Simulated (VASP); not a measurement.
Crystal: MoSe2.

```xyz
6
Lattice="3.3350 0.0000 0.0000 -1.6675 2.8882 0.0000 0.0000 0.0000 13.3976" Properties=species:S:1:pos:R:3 pbc="T T T"
Mo    0.0000    1.9255    3.3494
Mo    1.6675    0.9627   10.0482
Se    0.0000    1.9255    8.3491
Se    1.6675    0.9627    1.6503
Se    0.0000    1.9255   11.7473
Se    1.6675    0.9627    5.0485
```

The cell isn't the ideal one: a relaxed cell with its volume scaled by 1.06.

- Program: VASP 6.6.1
- Task: relaxation of shape and atoms at fixed volume
- Functional: PBEsol
- Potentials or basis: VASP PAW PBE potentials, release 64 (Mo_sv, Se)
- Cutoff: 600 eV
- k mesh: 9 × 9 × 2
- Occupations: gaussian, width 0.03 eV
- Spin: no spin polarisation

At the start: pressure -6.7 GPa; volume 21.51 Å³/atom.

Where does the relaxation end?

Over 8 steps the energy falls by 23.2 meV/atom; space group P6_3/mmc (No. 194, to 0.05 Å).

Step by step:
| step | energy change (eV) | largest force (eV/Å) | pressure (GPa) |
| --- | --- | --- | --- |
| 1 | 0.0000 | 0.8342 | -6.71 |
| 2 | -0.0751 | 0.1385 | -3.80 |
| 3 | -0.0754 | 0.0897 | -3.59 |
| 4 | -0.1126 | 0.0398 | -2.54 |
| 5 | -0.1385 | 0.0672 | -0.28 |
| 6 | -0.1387 | 0.0587 | -0.48 |
| 7 | -0.1388 | 0.0495 | -0.91 |
| 8 | -0.1391 | 0.0006 | -0.70 |

Final structure:
```
Mo Se
1.0
     3.27946    0.00000    0.00000
    -1.63973    2.84010    0.00000
     0.00000    0.00000   13.85547
Mo Se
2 4
Direct
  0.33333 0.66667 0.25000
  0.66667 0.33333 0.75000
  0.33333 0.66667 0.62987
  0.66667 0.33333 0.12987
  0.33333 0.66667 0.87013
  0.66667 0.33333 0.37013
```

Caveat: the PAW data sets were made with another functional, which shifts forces and pressure a little; this functional lacks dispersion, which binds the layers, so the pressure and a relaxed spacing across them are unreliable.
